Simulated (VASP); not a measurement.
# Cu3Au (Auricupride) (Pm-3m) in VASP: settings compared

One crystal, Cu3Au (Auricupride), is run at these levels: PBE, PBEsol+D4, PBEsol+rVV10; tasks: relaxation of cell and atoms, single point.

Program: VASP 6.6.1. These are calculated values, not measurements. Logs are shortened: lines on timing, memory, paths and dates and some standing lists are left out, and cuts for length are marked.

## 1. Starting point

The structure is cubic, space group Pm-3m (No. 221). Conventional cell: a = 3.740 Å, b = 3.740 Å, c = 3.740 Å, α = 90.00°, β = 90.00°, γ = 90.00°. Around Au (site symmetry m-3m) lie 12 Cu at 2.64 Å. Cu (site symmetry 4/mmm) is surrounded by 4 Au at 2.64 Å and 8 Cu at 2.64 Å.

## 2. Relaxation of cell and atoms, PBE

File INCAR:

```
PREC     = Accurate       # precision mode
ENCUT    = 600            # plane-wave cutoff, eV
EDIFF    = 1E-6           # SCF threshold, eV
ISMEAR   = -1             # smearing method
SIGMA    = 0.05           # smearing width, eV
LREAL    = F              # projectors in reciprocal space
LASPH    = T              # aspherical terms in the spheres
NELM     = 100            # most SCF steps
ALGO     = Fast           # electronic algorithm
ISIF     = 3              # what is computed and relaxed
LWAVE    = F              # write WAVECAR
LCHARG   = F              # write CHGCAR
GGA      = PE             # functional
IBRION   = 2              # ionic algorithm
NSW      = 60             # ionic steps
EDIFFG   = -0.005         # ionic threshold
```

File KPOINTS:

```
regular mesh
0
Gamma
  7 7 7
```

File POSCAR:

```
Cu3Au
1.0
    3.7400000000      0.0000000000      0.0000000000
    0.0000000000      3.7400000000      0.0000000000
    0.0000000000      0.0000000000      3.7400000000
Au Cu
1 3
Direct
    0.0000000000      0.0000000000      0.0000000000
    0.5000000000      0.5000000000      0.0000000000
    0.5000000000      0.0000000000      0.5000000000
    0.0000000000      0.5000000000      0.5000000000
```

Potentials or basis: VASP PAW PBE potentials, release 64 (Au, Cu_pv).

Run with:

```
> cat potpaw_PBE.64/Au/POTCAR potpaw_PBE.64/Cu_pv/POTCAR > POTCAR
> mpirun -np 1 vasp_std > vasp.out
```

OUTCAR:

```text
PREC = Accurate
   ENCUT = 600
   EDIFF = 1E-6
   ISMEAR = -1
   LREAL = F
   LASPH = T
   NELM = 100
   ISIF = 3
   GGA = PE
   IBRION = 2
   NSW = 60
   EDIFFG = -0.005

 ion  position               nearest neighbor table
   1  0.000  0.000  0.000-   2 2.64   3 2.64   4 2.64   3 2.64   4 2.64   2 2.64   4 2.64   4 2.64
                             2 2.64   3 2.64   3 2.64   2 2.64
   2  0.500  0.500  0.000-   1 2.64   1 2.64   1 2.64   1 2.64
   3  0.500  0.000  0.500-   1 2.64   1 2.64   1 2.64   1 2.64
   4  0.000  0.500  0.500-   1 2.64   1 2.64   1 2.64   1 2.64

  LATTYP: Found a simple cubic cell.
 ALAT       =     3.7400000000

  Lattice vectors:

 A1 = (   3.7400000000,   0.0000000000,   0.0000000000)
 A2 = (   0.0000000000,   3.7400000000,   0.0000000000)
 A3 = (   0.0000000000,   0.0000000000,   3.7400000000)

Analysis of symmetry for initial positions (statically):
=====================================================================
 Subroutine PRICEL returns:
 Original cell was already a primitive cell.

 Routine SETGRP: Setting up the symmetry group for a
 simple cubic supercell.

 Subroutine GETGRP returns: Found 48 space group operations
 (whereof 48 operations were pure point group operations)
 out of a pool of 48 trial point group operations.

The static configuration has the point symmetry O_h .

Analysis of symmetry for dynamics (positions and initial velocities):
=====================================================================
 Subroutine PRICEL returns:
 Original cell was already a primitive cell.

 Routine SETGRP: Setting up the symmetry group for a
 simple cubic supercell.

 Subroutine GETGRP returns: Found 48 space group operations
 (whereof 48 operations were pure point group operations)
 out of a pool of 48 trial point group operations.

The dynamic configuration has the point symmetry O_h .

 Subroutine INISYM returns: Found 48 space group operations
 (whereof 48 operations are pure point group operations),
 and found     1 'primitive' translations

----------------------------------------------------------------------------------------

                                     Primitive cell

  volume of cell :      52.3136

  direct lattice vectors                    reciprocal lattice vectors
     3.740000000  0.000000000  0.000000000     0.267379679  0.000000000  0.000000000
     0.000000000  3.740000000  0.000000000     0.000000000  0.267379679  0.000000000
     0.000000000  0.000000000  3.740000000     0.000000000  0.000000000  0.267379679

  length of vectors
     3.740000000  3.740000000  3.740000000     0.267379679  0.267379679  0.267379679

  position of ions in fractional coordinates (direct lattice)
     0.000000000  0.000000000  0.000000000
[... 73 lines left out ...]
   LSORBIT =      F    spin-orbit coupling
   LASPH  =      T    aspherical Exc in radial PAW
   ENCUT  =  600.0 eV  44.10 Ry    6.64 a.u.   7.47  7.47  7.47*2*pi/ulx,y,z
   NELM   =    100;   NELMIN=  2; NELMDL= -5     # of ELM steps
   EDIFF  = 0.1E-05   stopping-criterion for ELM
   LREAL  =      F    real-space projection
   EDIFFG = -.5E-02   stopping-criterion for IOM
   NSW    =     60    number of steps for IOM
   IBRION =      2    ionic relax: 0-MD 1-quasi-New 2-CG
   NFREE  =      1    steps in history (QN), initial steepest desc. (CG)
   ISIF   =      3    stress and relaxation
   ISYM   =      2    0-nonsym 1-usesym 2-fastsym
   POTIM  = 0.5000    time-step for ionic-motion
   TEBEG  =    0.0;   TEEND  =   0.0 temperature during run
   PSTRESS=    0.0 pullay stress
   NELECT =      62.0000    total number of electrons
   NUPDOWN=      -1.0000    fix difference up-down
   EMIN   =  10.00;   EMAX   =-10.00  energy-range for DOS
   EFERMI =   0.00;   METHOD = LEGACY
   ISMEAR =    -1;   SIGMA  =   0.05  broadening in eV -4-tet -1-fermi 0-gaus
   EFERMI_NEDOS =   21; number of points for ismear=-14 and -15
   IALGO  =     68    algorithm
   IMIX   =      4    mixing-type and parameters
     AMIX     =   0.40;   BMIX     =  1.00
     AMIX_MAG =   1.60;   BMIX_MAG =  1.00
  volume/ion in A,a.u.               =      13.08        88.26
  Fermi-wavevector in a.u.,A,eV,Ry     =   1.732476  3.273904 40.837501  3.001472
  Thomas-Fermi vector in A             =   2.806645
   LORBIT       =      0    0 simple, 1 ext, 2 COOP (PROOUT), +10 PAW based schemes
   GGA     = PE    functional components
   LHFCALC =     F    Hartree Fock is set to
   AEXX    =    0.0000 exact exchange contribution
   IVDW    =     0    specifies the selected vdW correction
   LEPSILON=     F    determine dielectric tensor
   LRPA    =     F    only Hartree local field effects (RPA)
 conjugate gradient relaxation of ions
 non-spin polarized calculation
 RMM-DIIS sequential band-by-band and
  energy-cutoff  :      600.00
  volume of cell :       52.31
 maximum number of plane-waves:      1767
 NGX is ok and might be reduce to    30
   NGX = 15   NGY = 15   NGZ = 15

--------------------------------------- Ionic step        1  -------------------------------------------

 number of electron      62.0000102 magnetization

 Free energy of the ion-electron system (eV)
  ---------------------------------------------------
  ext. energy  EPLUGINS =         0.00000000
  ---------------------------------------------------
  free energy    TOTEN  =       -14.60657519 eV

  energy without entropy =      -14.59395936  energy(sigma->0) =      -14.60026728

------------------------ aborting loop because EDIFF is reached ----------------------------------------

  FORCE on cell =-STRESS in cart. coord.  units (eV):
  Direction    XX          YY          ZZ          XY          YZ          ZX
  --------------------------------------------------------------------------------------
  -------------------------------------------------------------------------------------
  Total        1.3851874      1.3851874      1.3851874      0.0000000      0.0000000     -0.0000000
  in kB       42.4232878     42.4232878     42.4232878      0.0000000      0.0000000     -0.0000000
  external PRESSURE =      42.4232878 kB  Pullay stress =       0.0000000 kB
[... 253 lines left out ...]
--------------------------------------- Ionic step        8  -------------------------------------------

 number of electron      62.0000130 magnetization

 Free energy of the ion-electron system (eV)
  ---------------------------------------------------
  ext. energy  EPLUGINS =         0.00000000
  ---------------------------------------------------
  free energy    TOTEN  =       -14.62354234 eV

  energy without entropy =      -14.61129154  energy(sigma->0) =      -14.61741694

 E-fermi :   7.4999     XC(G=0): -12.8669

 val. band max:        7.4930971535   @ k =   0.2857   0.2857   0.0000
 cond. band min:       7.5975890619   @ k =   0.1429   0.0000   0.0000
 fundamental gap:      0.1044919084
 Fermi energy:         7.4999446342

 k-point     1 :       0.0000    0.0000    0.0000
  band No.  band energies     occupation
      1     -62.2288      2.00000
      2     -62.2288      2.00000
      3     -62.2288      2.00000
      4     -62.2023      2.00000
      5     -62.2023      2.00000
      6     -62.2023      2.00000
[... 820 lines left out ...]
  FREE ENERGIE OF THE ION-ELECTRON SYSTEM (eV)
  ---------------------------------------------------
  free  energy   TOTEN  =       -14.6235423352 eV

  energy  without entropy=      -14.6112915359  energy(sigma->0) =      -14.61741694

 reached required accuracy - stopping structural energy minimisation
```

OSZICAR:

```text
N       E                     dE             d eps       ncg     rms          rms(c)
DAV:   1     0.829274771212E+03    0.82927E+03   -0.44282E+04  1672   0.263E+03
DAV:   2     0.352606884626E+02   -0.79401E+03   -0.77100E+03  1490   0.709E+02
DAV:   3    -0.159726277989E+02   -0.51233E+02   -0.48973E+02  1617   0.200E+02
DAV:   4    -0.171986620402E+02   -0.12260E+01   -0.12229E+01  1598   0.296E+01
[... 69 lines left out ...]
RMM:   3    -0.146235428533E+02    0.20286E-04   -0.73112E-05  1470   0.920E-02    0.840E-03
RMM:   4    -0.146235423514E+02    0.50182E-06   -0.85540E-07   761   0.739E-03
   7 F= -.14623542E+02 E0= -.14617417E+02  d E =-.841336E-05
       N       E                     dE             d eps       ncg     rms          rms(c)
DAV:   1    -0.146235424018E+02    0.45149E-06   -0.13692E-06   820   0.135E-02    0.353E-03
RMM:   2    -0.146235423352E+02    0.66520E-07   -0.96224E-07   741   0.102E-02
   8 F= -.14623542E+02 E0= -.14617417E+02  d E =0.161926E-07
```

CONTCAR:

```text
Cu3Au
   1.00000000000000
     3.7707505042928702    0.0000000000000000    0.0000000000000000
     0.0000000000000000    3.7707505042928702    0.0000000000000000
    -0.0000000000000000    0.0000000000000000    3.7707505042928702
  Au              Cu
     1     3
Direct
     0.0000000000000000    1.0000000000000000    0.0000000000000000
     0.5000000000000000    0.5000000000000000    0.0000000000000000
     0.5000000000000000    0.0000000000000000    0.5000000000000000
     0.0000000000000000    0.5000000000000000    0.5000000000000000

  0.00000000E+00  0.00000000E+00  0.00000000E+00
  0.00000000E+00  0.00000000E+00  0.00000000E+00
  0.00000000E+00  0.00000000E+00  0.00000000E+00
  0.00000000E+00  0.00000000E+00  0.00000000E+00
```

Run time: 2 min. Hardware: 1 thread of AMD EPYC 9R45 (Zen 5), shared host; peak memory 0.17 GiB.

Results:

| Quantity | Value |
| --- | --- |
| Free energy | -14.6235 eV |
| Relaxed volume | 13.40 Å³/atom |
| Relaxed cell | a = 3.771 Å, b = 3.771 Å, c = 3.771 Å, α = 90.00°, β = 90.00°, γ = 90.00° |
| Space group after relaxing (to 0.05 Å) | Pm-3m (No. 221) |
| Energy gained by relaxing | 4.2 meV/atom |
| Ionic steps | 8 |
| Pressure after relaxing | 0.0 GPa |
| Band gap on the k mesh | none (metal or under the smearing width) |

The path:
```csv
step,energy change (eV),largest force (eV/Å),pressure (GPa),volume (Å³)
1,0.0000,0.0000,4.24,52.31
2,-0.0025,0.0000,-5.27,54.98
3,-0.0169,0.0000,-0.42,53.78
4,-0.0170,0.0000,-0.10,53.65
5,-0.0170,0.0000,0.12,53.61
6,-0.0170,0.0000,0.15,53.61
7,-0.0170,0.0000,0.09,53.61
8,-0.0170,0.0000,0.04,53.61
```

Final structure:
```yaml
crystal:
  lattice:
    - [3.77075, 0.00000, 0.00000]
    - [0.00000, 3.77075, 0.00000]
    - [0.00000, 0.00000, 3.77075]
  atoms:
    - { symbol: Au, position: [0.00000, 0.00000, 0.00000] }
    - { symbol: Cu, position: [0.50000, 0.50000, 0.00000] }
    - { symbol: Cu, position: [0.50000, 0.00000, 0.50000] }
    - { symbol: Cu, position: [0.00000, 0.50000, 0.50000] }
```

The run has no spin-orbit coupling, so splittings on Au are missing. PBE usually gives volumes a little too large and moduli too small.

## 3. Single point, PBE

File INCAR:

```
SYSTEM = Cu3Au
PREC = Accurate ; ENCUT = 520
EDIFF = 1E-7 ; ISMEAR = 0
SIGMA = 0.026000000000000002 ; LREAL = .FALSE.
LASPH = .TRUE. ; NELM = 80
ALGO = Normal ; ISIF = 2
LWAVE = .FALSE. ; LCHARG = .FALSE.
GGA = PE
```

File KPOINTS:

```
regular mesh
0
G
  7 7 7
  0 0 0
```

POSCAR is that of step 2.

Potentials or basis: VASP PAW PBE potentials, release 64 (Au, Cu).

Run with:

```
> cat potpaw_PBE.64/Au/POTCAR potpaw_PBE.64/Cu/POTCAR > POTCAR
> mpirun -np 1 vasp_std > vasp.out
```

It took 25 s on 1 thread of Intel Xeon Platinum 8375C at 2.90GHz (Ice Lake), shared host; peak memory 0.16 GiB.

The run converged. Its results:

| Item | Value |
| --- | --- |
| Free energy | -14.5546 eV |
| Pressure | 5.2 GPa |
| Band gap on the k mesh | none (metal or under the smearing width) |

Levels at points of the mesh, in eV from the Fermi level:
```tsv
k point	band 20	band 21	band 22	band 23	band 24	band 25
(0.00, 0.00, 0.00)	-1.30	-1.30	1.35	1.35	1.35	6.11
```

## 4. Relaxation of cell and atoms, PBEsol+D4

File INCAR:

```
PREC = Accurate
ENCUT = 600
EDIFF = 1E-6
ISMEAR = -1
SIGMA = 0.05
LREAL = F
LASPH = T
NELM = 60
ALGO = Normal
ISIF = 3
LWAVE = F
LCHARG = F
GGA = PS
IVDW = 13
IBRION = 2
NSW = 40
EDIFFG = -0.01
```

File KPOINTS:

```
Automatic mesh
0
Gamma
  7 7 7
```

POSCAR is that of step 3.

Run with:

```
> cat potpaw_PBE.64/Au/POTCAR potpaw_PBE.64/Cu/POTCAR > POTCAR
> mpirun -np 1 vasp_std > vasp.out
```

Wall time 73 s (1 thread of Intel Xeon Platinum 8375C at 2.90GHz (Ice Lake), shared host); peak memory 0.19 GiB.

Results (log left out):

| Item | Value |
| --- | --- |
| Free energy | -18.4206 eV |
| Relaxed volume | 12.55 Å³/atom |
| Relaxed cell | a = 3.689 Å, b = 3.689 Å, c = 3.689 Å, α = 90.00°, β = 90.00°, γ = 90.00° |
| Space group after relaxing (to 0.05 Å) | Pm-3m (No. 221) |
| Energy gained by relaxing | 11.6 meV/atom |
| Ionic steps | 3 |
| Pressure after relaxing | 0.0 GPa |
| Band gap on the k mesh | none (metal or under the smearing width) |
| Dispersion energy per atom | -0.345 eV |

Step by step:
```csv
step,energy change (eV),largest force (eV/Å),pressure (GPa),volume (Å³)
1,0.0000,0.0000,-6.61,52.31
2,-0.0048,0.0000,7.48,48.33
3,-0.0466,0.0000,-0.01,50.19
```

Final structure:
```cif
data_structure
_symmetry_space_group_name_H-M 'P 1'
_symmetry_Int_Tables_number 1
_cell_length_a 3.6887
_cell_length_b 3.6887
_cell_length_c 3.6887
_cell_angle_alpha 90.000
_cell_angle_beta 90.000
_cell_angle_gamma 90.000
_cell_volume 50.19
loop_
_atom_site_label
_atom_site_type_symbol
_atom_site_fract_x
_atom_site_fract_y
_atom_site_fract_z
_atom_site_occupancy
Au1 Au 0.00000 0.00000 0.00000 1
Cu1 Cu 0.50000 0.50000 0.00000 1
Cu2 Cu 0.50000 0.00000 0.50000 1
Cu3 Cu 0.00000 0.50000 0.50000 1
```

Levels at points of the mesh, in eV from the Fermi level:
| k point | band 20 | band 21 | band 22 | band 23 | band 24 | band 25 |
| --- | --- | --- | --- | --- | --- | --- |
| (0.00, 0.00, 0.00) | -1.34 | -1.34 | 1.21 | 1.21 | 1.21 | 6.33 |

Caveat: the PAW data sets were made with another functional, which shifts forces and pressure a little; pairwise dispersion overbinds metals, which lowers pressure and volume. Spin-orbit coupling is left out, which matters for the levels of Au.

[end of part 1 of 2]
